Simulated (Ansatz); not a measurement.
# PtS2 (model cell, started as rutile): from the cell to its phonons

Wanted: phonon frequencies of PtS2 (model cell, started as rutile) and what follows from them.

Method: DFT PBE, scalar-relativistic, plane waves, PAW, in Ansatz 0.2.0.

Report form: the programs' logs are mostly left out.

The structure was built from a prototype and need not be the compound's stable phase.

## (1) The starting structure

It takes space group P4_2/mnm (No. 136, tetragonal). Conventional cell: a = 5.743 Å, b = 5.743 Å, c = 3.705 Å, α = 90.00°, β = 90.00°, γ = 90.00°. Nearest to Pt lie 6 S at 2.44 to 2.48 Å. Nearest to S lie 3 Pt at 2.44 to 2.48 Å. Farther neighbours and most contacts between anions are not listed.

Coordinates:

```cif
data_structure
_symmetry_space_group_name_H-M 'P 1'
_symmetry_Int_Tables_number 1
_cell_length_a 5.7435
_cell_length_b 5.7435
_cell_length_c 3.7045
_cell_angle_alpha 90.000
_cell_angle_beta 90.000
_cell_angle_gamma 90.000
_cell_volume 122.20
loop_
_atom_site_label
_atom_site_type_symbol
_atom_site_fract_x
_atom_site_fract_y
_atom_site_fract_z
_atom_site_occupancy
Pt1 Pt 0.00000 0.00000 0.00000 1
Pt2 Pt 0.50000 0.50000 0.50000 1
S3 S 0.30500 0.30500 0.00000 1
S4 S 0.69500 0.69500 0.00000 1
S5 S 0.80500 0.19500 0.50000 1
S6 S 0.19500 0.80500 0.50000 1
```

## (2) Bringing the structure to rest

Harmonic phonons are second derivatives at a point where the forces vanish, and they are wanted at zero stress, so atoms and cell are relaxed first.

Contents of input.yaml:

```yaml
crystal:
  lattice:
    - [5.74345, 0.0, 0.0]
    - [0.0, 5.74345, 0.0]
    - [0.0, 0.0, 3.70453]
  atoms:
    - { symbol: Pt, position: [0.0, 0.0, 0.0] }
    - { symbol: Pt, position: [0.5, 0.5, 0.5] }
    - { symbol: S, position: [0.305, 0.305, 0.0] }
    - { symbol: S, position: [0.695, 0.695, 0.0] }
    - { symbol: S, position: [0.805, 0.195, 0.5] }
    - { symbol: S, position: [0.195, 0.805, 0.5] }
kpoints:
  mp_grid: { grid: [6, 6, 8] }
hamiltonian:
  xc: pbe
scf:
  occupations: { method: gaussian, width: 0.1 }
output:
  forces: true
  stress: true
  eigenvalues: true
  write_density: true
  write_potential: true
  elf: true
  volumetric_format: npy
relax:
  adjacent_minimum: "off"
  f_tol: 0.005
  max_steps: 80
  cell: { stress_tol: 0.05 }
```

Run with:

```console
> ansatz run input.yaml --threads 8 --pin off --max-ram 14336MiB --backend cpu --events-out ev --progress --plain --runs-dir out
```

The job ended after 9 s (8 threads of Arm Neoverse V2, shared host; peak memory 0.64 GiB; 66 s of CPU time).

The steps of the relaxation:

| step | energy less that of the first step (eV) | largest force component (eV/Å) | pressure (GPa) | volume (Å³) |
| --- | --- | --- | --- | --- |
| 1 | 0.0000 | 0.2327 | -5.80 | 122.20 |
| 2 | -0.2774 | 0.2051 | 0.04 | 113.98 |
| 3 | -0.2900 | 0.0509 | 0.28 | 113.46 |
| 4 | -0.2911 | 0.0039 | -0.06 | 113.61 |
| 5 | -0.2911 | 0.0004 | 0.00 | 113.58 |
| 6* | -0.2898 | 0.0006 | 0.00 | 113.58 |

Relaxation steps marked * repeat the geometry before them on a plane-wave basis chosen anew for their cell, so energy and pressure can jump there.

The run keeps the 16 symmetry operations that it works with, so distortions that break them were not tested.

| conventional cell, symmetrised | before | after | change |
| --- | --- | --- | --- |
| a (Å) | 5.743 | 5.452 | -5.1 % |
| b (Å) | 5.743 | 5.452 | -5.1 % |
| c (Å) | 3.705 | 3.821 | +3.1 % |
| volume (Å³/atom) | 20.37 | 18.93 | -7.1 % |

The atoms that moved most (Å, as changes of fractional coordinates times the final cell):

```
atom      dx      dy     dz  length
  S6  -0.027   0.027  0.000   0.038
  S5   0.027  -0.027  0.000   0.038
  S3   0.027   0.027  0.000   0.038
  S4  -0.027  -0.027  0.000   0.038
```

Final coordinates:

```cif
data_structure
_symmetry_space_group_name_H-M 'P 1'
_symmetry_Int_Tables_number 1
_cell_length_a 5.4521
_cell_length_b 5.4521
_cell_length_c 3.8209
_cell_angle_alpha 90.000
_cell_angle_beta 90.000
_cell_angle_gamma 90.000
_cell_volume 113.58
loop_
_atom_site_label
_atom_site_type_symbol
_atom_site_fract_x
_atom_site_fract_y
_atom_site_fract_z
_atom_site_occupancy
Pt1 Pt 0.00000 0.00000 0.00000 1
Pt2 Pt 0.50000 0.50000 0.50000 1
S3 S 0.30995 0.30995 0.00000 1
S4 S 0.69005 0.69005 0.00000 1
S5 S 0.80995 0.19005 0.50000 1
S6 S 0.19005 0.80995 0.50000 1
```

This step gave:

| Item | Value |
| --- | --- |
| pressure | 0.004393 GPa |
| volume per atom | 18.93 Å³ |
| gap on the k-mesh | 0 eV |

ELF in the ab plane at fractional z = 0.000, with atoms of Pt and S within 0.2 Å of it. It is the smooth field of the valence electrons, not physical close to the nuclei.

Ten even steps from '_' (0.02) to '@' (0.91), each cell a mean:
```
####++--..______::==------++**
**++--::..____--%%%%%%**==--++
==--::..____..##@@@@@@%%##==--
::::..______::##@@%%==++%%**--
..__________..**%%==__==@@%%--
______________--**++==%%@@%%==
____::====--....==**%%@@@@%%::
__--%%@@@@##==....--**####--__
..**@@@@%%****==..__..::..____
..**@@%%::..**##--____________
::++%%##..::%%@@==________....
::--##%%##%%@@@@==______..::--
++--==##%%@@@@%%::____..::--++
##++----++****--______::--++##
####++::::....______..::==**##
```
Columns run along a (5.5 Å), rows up along b (5.5 Å). Atoms in or near the plane, at fractional coordinates: Pt at (0.00, 0.00), S at (0.31, 0.31), S at (0.69, 0.69).

Electrostatic potential energy in the ab plane at fractional z = 0.000, with atoms of Pt and S within 0.2 Å of it. With pseudopotentials it is smooth inside the atoms' cores, unlike the true potential.

Ten even steps from '_' (-55 eV) to '@' (15 eV), each cell a mean:
```
____++%%@@@@@@@@@@@@@@@@##::__
..==##@@@@@@@@@@@@@@%%%%%%++::
##%%@@@@@@@@@@@@%%**++++##%%##
@@@@@@@@@@@@@@@@##======++%%@@
@@@@@@@@@@@@@@@@**==++==++%%@@
@@@@@@@@@@@@@@@@##======**@@@@
@@@@@@@@@@@@@@@@%%##**##%%@@@@
@@@@@@@@%%%%%%@@@@@@@@@@@@@@@@
@@@@%%**====**%%@@@@@@@@@@@@@@
@@@@##========%%@@@@@@@@@@@@@@
@@@@##========%%@@@@@@@@@@@@@@
%%%%%%++====**@@@@@@@@@@@@@@%%
==**%%%%####%%@@@@@@@@@@@@##++
__..**%%@@@@@@@@@@@@@@@@%%==__
____==%%@@@@@@@@@@@@@@@@##..__
```
Columns run along a (5.5 Å; values clipped at the 3rd and 97th percentile), rows up along b (5.5 Å). Atoms in or near the plane, at fractional coordinates: Pt at (0.00, 0.00), S at (0.31, 0.31), S at (0.69, 0.69).

Valence density in the ab plane at fractional z = 0.000, with atoms of Pt and S within 0.2 Å of it. It is the smooth field of the valence electrons, not physical close to the nuclei.

Ten steps, logarithmic in the rise over the least value, from '0' (0 e/Å³) to '9' (11 e/Å³), each cell a mean:
```
986310000112479
864200001233357
432100013444434
211000024544432
000000124424431
000000124445421
000111123444310
002333222222100
013454421110000
024543431000000
124534531000001
334455431000123
654444320001246
975322100001368
996310000002489
```
Columns run along a (5.5 Å), rows up along b (5.5 Å). Atoms in or near the plane, at fractional coordinates: Pt at (0.00, 0.00), S at (0.31, 0.31), S at (0.69, 0.69).

In this step the volume went from 20.37 to 18.93 Å³/atom.

## (3) Relaxing to small forces for the phonons

Phonons need a cell at rest on their own settings, so the relaxation is repeated with tight tolerances on forces and stress, using the mesh and the filling of the phonon run that follows.

Contents of input.yaml:

```yaml
crystal:
  lattice:
    - [5.4520929562, 0.0, 0.0]
    - [0.0, 5.4520929562, 0.0]
    - [0.0, 0.0, 3.8208958858]
  atoms:
    - { symbol: Pt, position: [0.0, 0.0, 0.0] }
    - { symbol: Pt, position: [0.5, 0.5, 0.5] }
    - { symbol: S, position: [0.3099480023, 0.3099480023, 0.0] }
    - { symbol: S, position: [0.6900519977, 0.6900519977, 0.0] }
    - { symbol: S, position: [0.8099480023, 0.1900519977, 0.5] }
    - { symbol: S, position: [0.1900519977, 0.8099480023, 0.5] }
kpoints:
  mp_grid: { grid: [6, 6, 8] }
hamiltonian:
  xc: pbe
scf:
  occupations: { method: methfessel_paxton, width: 0.15 }
output:
  forces: true
  stress: true
  eigenvalues: true
relax:
  adjacent_minimum: "off"
  f_tol: 0.001
  max_steps: 60
  cell: { stress_tol: 0.01 }
```

Elapsed: 3.9 s, on 8 threads; peak memory 0.61 GiB; 28 s of CPU time.

Little changed from the start: no atom moved by 0.005 Å and no cell edge by 0.1 %.

Numbers from this step:

- pressure: 0.002877 GPa
- volume per atom: 18.92 Å³

The largest force component left is 0.73 meV/Å and the pressure is 0.003 GPa, within the tolerances set. The cell now holds 18.92 Å³/atom.

## (4) Zone-centre response

The zone centre comes first: it holds the modes that light can see, as far as symmetry allows. No field response is asked, since the mesh shows no gap.

Contents of input.yaml:

```yaml
crystal:
  lattice:
    - [5.4509941254, 0.0, 0.0]
    - [0.0, 5.4509941254, 0.0]
    - [0.0, 0.0, 3.8209341452]
  atoms:
    - { symbol: Pt, position: [0.0, 0.0, 0.0] }
    - { symbol: Pt, position: [0.5, 0.5, 0.5] }
    - { symbol: S, position: [0.309970807, 0.309970807, 0.0] }
    - { symbol: S, position: [0.690029193, 0.690029193, 0.0] }
    - { symbol: S, position: [0.809970807, 0.190029193, 0.5] }
    - { symbol: S, position: [0.190029193, 0.809970807, 0.5] }
kpoints:
  mp_grid: { grid: [6, 6, 8] }
hamiltonian:
  xc: pbe
scf:
  occupations: { method: methfessel_paxton, width: 0.15 }
output:
  eigenvalues: true
phonons:
  method: dfpt
```

The job ended after 24 s (8 threads; peak memory 1.6 GiB).

This step gave:

```
sum-rule residual before enforcement                    : 1.78e-5 eV/Å²
point group                                             : 4/mmm
highest optical mode at the zone centre (no LO-TO term) : 394.9 cm⁻¹
lowest optical zone-centre mode                         : -158.7 cm⁻¹
```

Patterns of degenerate modes are one choice out of their space. The modes at Γ (shares of kinetic energy by element, %) (negative means imaginary):

```
mode  frequency (cm⁻¹)  symmetry  Pt %  S %
   1            -158.7       B1g     0  100
   2            -154.1       A2g     0  100
   3            -151.4        Eu    18   82
   4            -151.4        Eu    18   82
   5               0.0  acoustic    75   25
   6               0.0  acoustic    75   25
   7               0.0  acoustic    75   25
   8              92.8       B1u    92    8
   9             114.1        Eu    96    4
  10             114.1        Eu    96    4
  11             280.3        Eg     0  100
  12             280.3        Eg     0  100
  13             323.5       A2u    25   75
  14             333.3        Eu    11   89
  15             333.3        Eu    11   89
  16             338.4       A1g     0  100
  17             355.6       B1u     8   92
  18             394.9       B2g     0  100
```

Displacements in mode 1 (-158.7 cm⁻¹), the largest set to 1:
```
Pt1  0.00  0.00  0.00
Pt2  0.00  0.00  0.00
S3   1.00 -1.00  0.00
S4  -1.00  1.00  0.00
S5   1.00  1.00  0.00
S6  -1.00 -1.00  0.00
```

Displacements in mode 8 (92.8 cm⁻¹), the largest set to 1:
```
Pt1  0.00  0.00  1.00
Pt2  0.00  0.00 -1.00
S3   0.00  0.00 -0.51
S4   0.00  0.00 -0.51
S5   0.00  0.00  0.51
S6   0.00  0.00  0.51
```

Before it was imposed, the acoustic sum rule was missed by 1.8e-5 eV/Å². Small misses are needed for a sound result but don't prove that mesh and cutoff are converged. The lowest optical mode is imaginary, 158.7i cm⁻¹, so the energy falls along it.

## (5) Response at finite wavevector

The mesh has a single point along some directions, so zone-edge points there are not solved. Linear response on a 1×1×2 q mesh gives force constants as far as a supercell of that size would.

input.yaml: that of step 4 with these lines changed.

```diff
@@ -22 +22,9 @@
   method: dfpt
+  qmesh: [1, 1, 2]
+  temperatures: { t_max: 1000, t_step: 50 }
+  qpath:
+    path:
+      - [[0.0, 0.0, 0.0], [0.0, 0.5, 0.0], [0.5, 0.5, 0.0], [0.0, 0.0, 0.0], [0.0, 0.0, 0.5], [0.0, 0.5, 0.5], [0.5, 0.5, 0.5], [0.0, 0.0, 0.5]]
+      - [[0.0, 0.5, 0.0], [0.0, 0.5, 0.5]]
+      - [[0.5, 0.5, 0.0], [0.5, 0.5, 0.5]]
+    npoints: 10
```

The job ended after 38 s (8 threads; peak memory 1.4 GiB; 4.7 min of CPU time).

This step gave:

| Property | Result |
| --- | --- |
| sum-rule residual before enforcement | 2.04e-5 eV/Å² |
| lowest mode on the q mesh (acoustic modes at Γ apart) | -158.7 cm⁻¹ |
| highest frequency at a solved wavevector (no LO-TO term at Γ) | 394.9 cm⁻¹ |

Frequencies (cm⁻¹) solved at each irreducible wavevector; negative means imaginary. Frequencies by wavevector, by row:

```
q in reciprocal lattice units  star  mode 1  mode 2  mode 3  mode 4  mode 16  mode 17  mode 18
                        0 0 0     1  -158.7  -154.1  -151.4  -151.4    338.4    355.6    394.9
                     0 0 -0.5     1  -139.8  -139.8  -134.2  -134.2    313.9    381.6    381.6
```

Symmetry leaves 2 wavevectors to solve. The lowest mode among them, the acoustic zeros apart, lies at Γ and is imaginary, 158.7i cm⁻¹, so the energy falls along it.

## (6) Summary of results

```
space group after relaxation (within 0.01 Å)            : P4_2/mnm
volume per atom                                         : 18.9 Å³
electronic character                                    : no gap on this mesh
highest optical mode at the zone centre (no LO-TO term) : 395 cm⁻¹
lowest optical zone-centre mode                         : -159 cm⁻¹
lowest mode on the q mesh (acoustic modes at Γ apart)   : -159 cm⁻¹
imaginary modes on the 1×1×2 q mesh                     : yes
```

In words: Modes are clearly imaginary (beyond 10i cm⁻¹) at 2 of the 2 irreducible wavevectors, most at Γ (158.7i cm⁻¹), so this structure is not a minimum of the energy. The optical modes at Γ span -159 to 395 cm⁻¹ (negative means imaginary). The highest mode in this list at Γ, 394.9 cm⁻¹, is mostly motion of S (100 % of the kinetic energy). The q mesh is too sparse to interpolate, so only the solved wavevectors are given. With no gap, or one that is small against the smearing, the frequencies hang on the k mesh and the smearing, most of all near Kohn anomalies. A semilocal functional can close a gap that the real compound would have, so the metallic treatment may be an artefact of the level. Spin-orbit coupling is left out, which can matter for the heavy elements here. The starting cell was built on a prototype and not taken from a measurement, so the phase need not exist. These are harmonic frequencies at zero temperature: anharmonic shifts, linewidths and thermal expansion are left out.

[Logs are printed without paths, hosts, clocks, repeated set-up lines and the standing remarks that a program may print on its own settings, such as how far it seeks lower states.]

[Hosts, paths, dates, database ids (printed as entryN), source tags and the programs' standing remarks are cut or masked in the printed files.]
